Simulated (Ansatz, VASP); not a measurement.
Given: the input of a run of Ansatz 0.2.0 on MoS2. 

The input input.yaml:

```yaml
crystal:
  lattice:
    - [3.169, 0.0, 0.0]
    - [-1.5845, 2.7444345046, 0.0]
    - [0.0, 0.0, 12.324]
  atoms:
    - { symbol: Mo, position: [0.6666666667, 0.3333333333, 0.75] }
    - { symbol: Mo, position: [0.3333333333, 0.6666666667, 0.25] }
    - { symbol: S, position: [0.6666666667, 0.3333333333, 0.377] }
    - { symbol: S, position: [0.3333333333, 0.6666666667, 0.877] }
    - { symbol: S, position: [0.6666666667, 0.3333333333, 0.123] }
    - { symbol: S, position: [0.3333333333, 0.6666666667, 0.623] }
hamiltonian:
  xc: pbesol
  pseudopotentials: { kind: paw }
kpoints:
  mp_grid: { grid: [10, 10, 3] }
scf:
  occupations: { method: fermi_dirac, width: 0.05 }
output:
  forces: true
  stress: true
  eigenvalues: true
relax:
  f_tol: 0.01
  max_steps: 40
  cell: { stress_tol: 0.05 }
```

Potentials or basis: Ansatz PAW.

Launch:

```sh
$ ansatz run input.yaml --threads 1 --pin off --max-ram 3584MiB --backend cpu --events-out ev --progress --plain --runs-dir out
```

Q: Translate it to VASP 6.6.1. Potentials or basis there: PBE PAW files Mo_sv, S, 600 eV.

A: As run (cutoffs and basis follow the program's own potentials, and thresholds, step limits or extra output files can differ):

Contents of INCAR:

```
ALGO = Fast
EDIFF = 1E-7
EDIFFG = -0.02
ENCUT = 600
GGA = PS
IBRION = 2
ISIF = 3
ISMEAR = -1
LASPH = T
LCHARG = F
LREAL = F
LWAVE = F
NELM = 60
NSW = 60
PREC = Accurate
SIGMA = 0.05
```

File KPOINTS:

```
k-points
0
Gamma
  10 10 3
```

POSCAR

```
MoS2
1.0
    3.1690000000      0.0000000000      0.0000000000
   -1.5845000000      2.7444345046      0.0000000000
    0.0000000000      0.0000000000     12.3240000000
Mo S
2 4
Direct
    0.6666666667      0.3333333333      0.7500000000
    0.3333333333      0.6666666667      0.2500000000
    0.6666666667      0.3333333333      0.3770000000
    0.3333333333      0.6666666667      0.8770000000
    0.6666666667      0.3333333333      0.1230000000
    0.3333333333      0.6666666667      0.6230000000
```

Potentials or basis: VASP PAW PBE potentials, release 64 (Mo_sv, S).

Command:

```sh
$ cat potpaw_PBE.64/Mo_sv/POTCAR potpaw_PBE.64/S/POTCAR > POTCAR
$ mpirun -np 1 vasp_std > vasp.out
```

Both were run:

|  | Ansatz | VASP |
| --- | --- | --- |
| Relaxed volume | 17.91 Å³/atom | 17.88 Å³/atom |
| Relaxed cell | a = 3.141 Å, b = 3.141 Å, c = 12.577 Å, α = 90.00°, β = 90.00°, γ = 120.00° | a = 3.142 Å, b = 3.142 Å, c = 12.545 Å, α = 90.00°, β = 90.00°, γ = 120.00° |
| Space group after relaxing | P6_3/mmc (No. 194) | P6_3/mmc (No. 194) |
| Pressure after relaxing | 0.0 GPa | 0.0 GPa |

Ansatz's pressure holds a Pulay term of +0.01 GPa for its cutoff of 420 eV, which the other run lacks.

Ansatz's potentials were made for PBE. VASP's potentials were made for PBE.

Where Ansatz's input types no cutoff or centring, it takes its own default and a Γ-centred mesh.

Pressure is positive in compression.
